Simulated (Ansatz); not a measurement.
## A failed many-body run on CdSe (Cadmoselite)

Aim: the G0W0 gap of CdSe (Cadmoselite). The first input has a fault.

Method: G0W0 on PBE, plane waves, PAW, in Ansatz 0.2.0.

The database entry behind the starting cell differs from later determinations by our own check (inner coordinate of an old entry), so it need not match the best structure at ambient conditions.

### Step 1. Starting point

The structure is hexagonal, space group P6_3mc (No. 186). Conventional cell: a = 4.300 Å, b = 4.300 Å, c = 7.020 Å, α = 90.00°, β = 90.00°, γ = 120.00°. Cd has 4 Se at 2.61 to 2.70 Å nearest. Nearest to Se lie 4 Cd at 2.61 to 2.70 Å. Farther neighbours and most contacts between anions are not listed.

Coordinates:

```cif
data_structure
_symmetry_space_group_name_H-M 'P6_3mc'
_symmetry_Int_Tables_number 186
_cell_length_a 4.3000
_cell_length_b 4.3000
_cell_length_c 7.0200
_cell_angle_alpha 90.000
_cell_angle_beta 90.000
_cell_angle_gamma 120.000
_cell_volume 112.41
loop_
_atom_site_label
_atom_site_type_symbol
_atom_site_symmetry_multiplicity
_atom_site_Wyckoff_symbol
_atom_site_fract_x
_atom_site_fract_y
_atom_site_fract_z
_atom_site_occupancy
Cd1 Cd 2 b 0.33333 0.66667 0.00000 1
Se1 Se 2 b 0.33333 0.66667 0.38500 1
```

The cell and positions come from the Crystallography Open Database and are kept as given unless a step says otherwise. The default PAW set here is soft_2. Its files were made with PBE.

### Step 2. First try

Contents of input.yaml:

```yaml
crystal:
  lattice:
    - [4.3, 0.0, 0.0]
    - [-2.15, 3.7239092363, 0.0]
    - [0.0, 0.0, 7.02]
  atoms:
    - { symbol: Cd, position: [0.3333333333, 0.6666666667, 0.0] }
    - { symbol: Cd, position: [0.6666666667, 0.3333333333, 0.5] }
    - { symbol: Se, position: [0.3333333333, 0.6666666667, 0.385] }
    - { symbol: Se, position: [0.6666666667, 0.3333333333, 0.885] }
kpoints:
  mp_grid: { grid: [6, 6, 2] }
hamiltonian:
  xc: pbe
scf:
  occupations: { method: fixed }
gw:
  n_empty_bands: 182
  ecut_chi: 10
  qp_bands: [v2, c2]
  qp_kpoints: band_edges
  screening: { model: contour_deformation }
```

The run is started by

```sh
> ansatz run input.yaml --threads 3 --pin off --max-ram 92160MiB --backend cuda --events-out ev --progress --plain --runs-dir out --devices 1 --max-vram 13GiB
```

Numbers of over 12 decimals in the logs are rounded to 6 here.

The log of the run:

```text
GPUs: using 1 of 1 available (devices: 1).
Engine: ansatz 0.2.0, x86_64-unknown-linux-gnu
Pseudopotentials: kind: paw
Pseudopotential: Cd, paw, valence charge 20, recommended cutoff 420 eV (normal), Cd.paw.azcp
Pseudopotential: Se, paw, valence charge 16, recommended cutoff 420 eV (normal), Se.paw.azcp
Functional definition: PBE
  parameter kappa = 0.804
  parameter beta = 0.066725
  exchange = pbe_x(kappa = kappa, mu = beta*pi^2/3)
  correlation = pbe_c(beta = beta)
device memory: the entry about to start is reckoned to put 1.9 GiB on a device that reports 35.5 GiB free (of which the cap on the GPU budget leaves the run 13.0 GiB)
GPU FFT provider: cuFFT
GPU libraries: cuBLAS 13.8.2, cuFFT 12.4.0, cuSOLVER 12.3.4
Crystal: 4 atoms, lattice volume = 112.410 Å³
Basis set: ecut = 420 eV, 2189 PW (Γ)
Bands: 44, of which v1, the nominal top of the filled ones, is band 36 counted from 1 (35 counted from 0)
Symmetry: 12 space group operations
Space group: P63mc (ITA 186), of the structure as read, at distance tolerance 4.8e-5 Å
k-points: 14 of 72
Non-local potential: Cd, projectors of the file, l = 0: 3, l = 1: 2, l = 2: 2, l = 3: 1
Non-local potential: Se, projectors of the file, l = 0: 2, l = 1: 2, l = 2: 3, l = 3: 1
PAW form: soft (Blöchl's): semilocal exchange-correlation on the pseudo side does not see the compensation charge
PAW one-centre angular grid: Cd, 590 points (default); XC on 64 Gauss nodes
PAW one-centre angular grid: Se, 590 points (default); XC on 64 Gauss nodes
Initial density: superposition of atomic densities (neutral atoms: chi_scale 0, normalization atom), corrected by the library's trained network
Initial wavefunctions: pseudopotential atomic-orbital guess
GPU buffer pool allocated for 43200 grid points (all kernels)
GPU transforms: local potential and band sums: pruned to the plane-wave sphere, on 30×30×48
Functional: x = pbe(κ = 0.804, μ = 0.219515), c = pbe(β = 0.066725)
SCF iter   1: F=—  HF=-27449.505202 eV  |F-HF|=—  |Δ(HF+E_count)|=         —  Δρ=8.78e-4  dr2=1.66e-3  ethr=1.77e-3  ⟨swp⟩=4.9  Hψ=1878  notcnv=0  defer=82
preconditioner: auto → Resta (q_TF=auto, 2.533 Å⁻¹)  ε∞=4.0  [insulator: Δε(μ)=0.690 eV  Ē_g=12.150 eV  n_scr=34 (ndim 8)  ℏωp=21.0 eV  f_vac=0.201  ε∞_Penn≈4.0]
SCF iter   2: F=—  HF=-27449.506388 eV  |F-HF|=—  |Δ(HF+E_count)|=   1.19e-3  Δρ=4.85e-4  dr2=4.64e-4  ethr=2.31e-6  ⟨swp⟩=2.0  Hψ=1021  notcnv=0  defer=83
SCF iter   3: F=—  HF=-27449.506435 eV  |F-HF|=—  |Δ(HF+E_count)|=   4.68e-5  Δρ=2.04e-4  dr2=3.83e-5  ethr=6.45e-7  ⟨swp⟩=2.0  Hψ=853  notcnv=0  defer=83
SCF iter   4: F=—  HF=-27449.506454 eV  |F-HF|=—  |Δ(HF+E_count)|=   1.90e-5  Δρ=9.26e-5  dr2=1.04e-5  ethr=5.33e-8  ⟨swp⟩=2.7  Hψ=1017  notcnv=0  defer=51
SCF iter   5: F=—  HF=-27449.506469 eV  |F-HF|=—  |Δ(HF+E_count)|=   1.52e-5  Δρ=3.13e-5  dr2=1.63e-6  ethr=1.44e-8  ⟨swp⟩=2.0  Hψ=812  notcnv=0  defer=75
SCF iter   6: F=-27449.506470 eV  HF=-27449.506470 eV  |F-HF|=1.82e-7  |Δ(HF+E_count)|=   1.38e-6  Δρ=9.83e-6  dr2=9.75e-8  ethr=1.39e-10  ⟨swp⟩=7.7  Hψ=2610  notcnv=0
SCF 1 converged in 6 iterations: F = -27449.506470 eV  dr2 = 9.75e-8
[...]
device memory: the entry about to start is reckoned to put 2.4 GiB on a device that reports 35.4 GiB free (of which the cap on the GPU budget leaves the run 13.0 GiB)
NSCF: frozen V_eff on 14 k-points
[...]
device memory: the entry about to start is reckoned to put 4.5 GiB on a device that reports 35.4 GiB free (of which the cap on the GPU budget leaves the run 13.0 GiB)
NSCF: frozen V_eff on 14 k-points
G₀W₀ screening: q 1/14
[... further progress lines ...]
SCF converged after 6 iterations
Free energy (F): -27449.506470 eV
Harris-Foulkes:  -27449.506470 eV  (|F-HF|=1.82e-7)
Internal energy: -27449.506470 eV  (E = F + TS)
E sigma→0 (E₀):  -27449.506470 eV
Fermi energy:    7.476923 eV
--- Per-component energies (eV) ---
  E_band       = -1779.259798
[...]
E_smearing   = -0.000000  (= −TS)
  E_closure    = -0.000000  (closes the sum)
  Σ components = -27449.506470   (vs F -27449.506470, Δ=0.00e0)
--- Band table (eV; the first three rows and the last of 14) ---
  k-point 0: bands = [... 32 lower, 6.7613, 7.4679, 7.4769, 7.4769, 8.1800, 9.5997, 13.3658, 13.3658, ... 4 higher]
  k-point 1: bands = [... 32 lower, 7.1043, 7.1043, 7.1043, 7.1043, 9.8167, 9.8167, 13.2994, 13.2994, ... 4 higher]
  k-point 2: bands = [... 32 lower, 6.0578, 6.4284, 7.2612, 7.2807, 9.4952, 10.5859, 12.7608, 13.6857, ... 4 higher]
  k-point 13: bands = [... 32 lower, 4.9946, 4.9946, 6.4237, 6.4237, 11.2799, 11.2799, 13.3973, 13.3973, ... 4 higher]
--- G₀W₀: contour deformation, 7 samples at zero and on the imaginary axis and 1 off it, 72 q-points, 182 empty bands' worth ---
  eigenvalues of the whole cell's RPA ε∞ on this k-mesh (on a slab, of 1 + 4πα/V) = 16.4358, 16.4358, 16.6772; static W/v taken at q = 0 is 0.060351
  gw.qp_kpoints: band_edges: 10 of 14 stored k-points solved, in 1 pass; an edge of the gap read off the rows below is read off those points alone
    valence top: of the k-points left out ik 8 came nearest to being solved in a further pass, in band 36 (counted from 1, as in the quasiparticle table): it holds the edge there only if its correction is more favourable than any solved in that band by at least 0.557 eV; those differ by 0.084 eV
    conduction bottom: of the k-points left out ik 8 came nearest to being solved in a further pass, in band 37 (counted from 1, as in the quasiparticle table): it holds the edge there only if its correction is more favourable than any solved in that band by at least 2.311 eV; those differ by 0.238 eV
  `?` marks the rows in doubt; gw_qp.tsv's column doubts and the gw_qp event give each row's grounds
    ik  band        ε_KS         Σx   Σc(E_QP)       V_xc       Z   E_QP_lin       E_QP  E_QP is
     0    35      7.4769   -19.8757     2.2885   -17.4748  0.7705     7.3637     7.3645  root
     0    36      7.4769   -19.8757     2.2885   -17.4748  0.7705     7.3637     7.3645  root
     0    37      8.1800    -9.3881    -2.8042   -12.8669  0.7831     8.9538     8.8547  root
     0    38      9.5997    -8.5231    -3.1530   -12.4852  0.7793    10.4898    10.4089  root ?
     1    35      7.1043   -19.4148     2.4472   -16.8215  0.7667     6.9569     6.9582  root
     1    36      7.1043   -19.4148     2.4472   -16.8215  0.7667     6.9569     6.9582  root
     1    37      9.8167    -9.1606    -3.0833   -13.0571  0.7773    10.7121    10.6298  root ?
     1    38      9.8167    -9.1606    -3.0833   -13.0571  0.7773    10.7121    10.6298  root ?
     2    35      7.2612   -19.5806     2.3772   -17.0766  0.7680     7.1335     7.1345  root
     2    36      7.2807   -19.2142     2.4864   -16.5966  0.7646     7.1484     7.1495  root
     2    37      9.4952   -10.4281    -2.7755   -13.8838  0.7758    10.2826    10.1753  root ?
     2    38     10.5859    -8.9988    -3.2995   -13.1526  0.7718    11.5351    11.4402  root ?
     3    35      6.8213   -19.0053     2.5226   -16.3140  0.7630     6.6507     6.6527  root
     3    36      6.8213   -19.0053     2.5226   -16.3140  0.7630     6.6507     6.6527  root
     3    37     10.6668    -9.4443    -3.2982   -13.6058  0.7699    11.6280    11.5300  root ?
     3    38     10.6668    -9.4443    -3.2982   -13.6058  0.7699    11.6280    11.5300  root ?
     4    35      6.7147   -18.3729     2.5817   -15.6070  0.7581     6.5281     6.5305  root
     4    36      6.8437   -19.0202     2.5432   -16.3258  0.7627     6.6910     6.6925  root
     4    37     10.4871    -9.1792    -3.2971   -13.3179  0.7709    11.4207    11.3287  root ?
     4    38     10.9049    -7.8626    -3.3983   -11.9213  0.7738    11.6506    11.5653  root
     5    35      6.3243   -18.3443     2.6786   -15.4689  0.7559     6.1247     6.1275  root
     5    36      6.3243   -18.3443     2.6786   -15.4689  0.7559     6.1247     6.1275  root
[...]
6    37     10.7091    -8.7567    -3.3860   -12.9906  0.7716    11.6503    11.5570  root ?
[...]
11    36      6.3282   -18.1049     2.7222   -15.2035  0.7544     6.1467     6.1490  root
    11    37     11.0502    -8.2055    -3.4341   -12.3867  0.7703    11.8680    11.7973  root
    11    38     11.0502    -8.2055    -3.4341   -12.3867  0.7703    11.8680    11.7973  root
    13    35      6.4237   -18.2252     2.7266   -15.3318  0.7556     6.2550     6.2569  root
    13    36      6.4237   -18.2252     2.7266   -15.3318  0.7556     6.2550     6.2569  root
    13    37     11.2799    -8.1039    -3.5368   -12.4559  0.7681    12.1808    12.0951  root ?
    13    38     11.2799    -8.1039    -3.5368   -12.4559  0.7681    12.1808    12.0951  root ?
```

Elapsed: 22 s, on 1 × NVIDIA H100 80GB HBM3 (shared by 6 runs) with 3 threads of AMD EPYC 7R13 (Zen 3), shared host; peak memory 1.2 GiB; 25 s of CPU time.

In the SCF lines HF is the Harris–Foulkes energy and dr2 the Hartree energy of the density residual, in eV; the loop may stop once dr2 is under the threshold and the program's other checks hold. Hψ counts applications of the Hamiltonian.

**Diagnosis.**

The run ended normally, though the input holds a fault or crude settings.

The fault: screening cutoff of 10 eV. Nearly all local fields and short-range correlation are left out.

It printed a gap of 1.49 eV, which is an artefact of the settings.

### Step 3. A better input

Now the one-shot GW correction: screening in the RPA, then the self-energy of the levels asked for.

Edit input.yaml of step 2 so:

```diff
@@ -17,4 +17,4 @@
 gw:
-  n_empty_bands: 182
-  ecut_chi: 10
+  n_empty_bands: 335
+  ecut_chi: 120
   qp_bands: [v2, c2]
```

The log of the run:

```text
GPUs: using 1 of 1 available (devices: 1).
[...]
GPU FFT provider: cuFFT
GPU libraries: cuBLAS 13.8.2, cuFFT 12.4.0, cuSOLVER 12.3.4
Crystal: 4 atoms, lattice volume = 112.410 Å³
Basis set: ecut = 420 eV, 2189 PW (Γ)
Bands: 44, of which v1, the nominal top of the filled ones, is band 36 counted from 1 (35 counted from 0)
Symmetry: 12 space group operations
[...]
k-points: 14 of 72
[...]
GPU buffer pool allocated for 43200 grid points (all kernels)
[...]
SCF iter   1: F=—  HF=-27449.505202 eV  |F-HF|=—  |Δ(HF+E_count)|=         —  Δρ=8.78e-4  dr2=1.66e-3  ethr=1.77e-3  ⟨swp⟩=4.9  Hψ=1878  notcnv=0  defer=82
[...]
SCF iter   6: F=-27449.506470 eV  HF=-27449.506470 eV  |F-HF|=1.82e-7  |Δ(HF+E_count)|=   1.38e-6  Δρ=9.83e-6  dr2=9.75e-8  ethr=1.39e-10  ⟨swp⟩=7.7  Hψ=2610  notcnv=0
SCF 1 converged in 6 iterations: F = -27449.506470 eV  dr2 = 9.75e-8
[...]
0    35      7.4769   -19.8757     1.8585   -17.4748  0.7250     6.9005     6.9345  root
     0    36      7.4769   -19.8757     1.8585   -17.4748  0.7250     6.9005     6.9345  root
     0    37      8.1800    -9.3881    -3.3915   -12.8669  0.7565     8.2677     8.2673  root
     0    38      9.5997    -8.5231    -3.7992   -12.4852  0.7533     9.7643     9.7626  root
     1    35      7.1043   -19.4148     2.0140   -16.8215  0.7222     6.4821     6.5250  root
     1    36      7.1043   -19.4148     2.0140   -16.8215  0.7222     6.4821     6.5250  root
     1    37      9.8167    -9.1606    -3.7368   -13.0571  0.7489     9.9780     9.9763  root
     1    38      9.8167    -9.1606    -3.7368   -13.0571  0.7489     9.9780     9.9763  root
[...]
13    35      6.4237   -18.2252     2.2674   -15.3318  0.7120     5.7385     5.7977  root
    13    36      6.4237   -18.2252     2.2674   -15.3318  0.7120     5.7385     5.7977  root
    13    37     11.2799    -8.1039    -4.1492   -12.4559  0.7417    11.4858    11.4827  root
    13    38     11.2799    -8.1039    -4.1492   -12.4559  0.7417    11.4858    11.4827  root
[key lines of the parts left out:]
SCF converged after 6 iterations
Free energy (F): -27449.506470 eV
Fermi energy:    7.476923 eV
```

Elapsed: 40 s, on 1 × NVIDIA H100 80GB HBM3 (shared by 6 runs) with 3 threads; peak memory 1.6 GiB.

Numbers from this step:

```yaml
bands_summed: 371
rpa_eps_infinity_on_this_mesh_eigenvalues: 15.58, 15.58, 15.85
plane_waves_in_the_screening_matrix: 325
q_points_in_the_mesh: 72
g0w0_gap_on_the_mesh: 1.333 eV
k_of_the_valence_top: 0, 0, 0
k_of_the_conduction_bottom: 0, 0, 0
starting_gap_on_the_mesh: 0.7031 eV
z_at_the_valence_top: 0.7250
z_at_the_conduction_bottom: 0.7565
least_direct_g0w0_gap_on_the_computed_points: 1.333 eV
```

The gap on the mesh goes from 0.70 eV to 1.33 eV, a correction of +0.63 eV. Between the two edge states, bare exchange in place of the xc potential would open the gap by 5.88 eV, and correlation takes back 5.25 eV.

### Step 4. Outcome

```json
{"first try": "converged after 22 s", "better run": "G0W0 gap on the mesh 1.33 eV (6×6×2 mesh, 335 empty bands, screening to 120 eV)"}
```

The second run differs in: empty bands and screening cutoff (eV). Bands and cutoff are finite, so the gap is not at the basis limit. The miss can reach some tenths of an eV and take either sign; the mesh is an error of its own. The 6×6×2 mesh is coarse for this cell (its supercell is 14 Å along the shortest edge). The RPA ε∞ on it, from the PBE start, is 15.58 and 15.85; such meshes misread the long-range screening, most where the gap is narrow. The many-body steps are scalar-relativistic: spin-orbit coupling is not in them.

[Paths, hosts, dates, memory and timing lines, banners, echoed tables and standing remarks are left out of the program output.]

[Logs are printed without paths, hosts, clocks, repeated set-up lines and the standing remarks that a program may print on its own settings, such as how far it seeks lower states.]

[Runs of the session that timed out or met a known fault of the program may be left out.]

[Cells called generated may have been cut or substituted from an entry of the Crystallography Open Database or the Materials Project.]

[Hosts, paths, dates, database ids (printed as entryN), source tags and the programs' standing remarks are cut or masked in the printed files.]
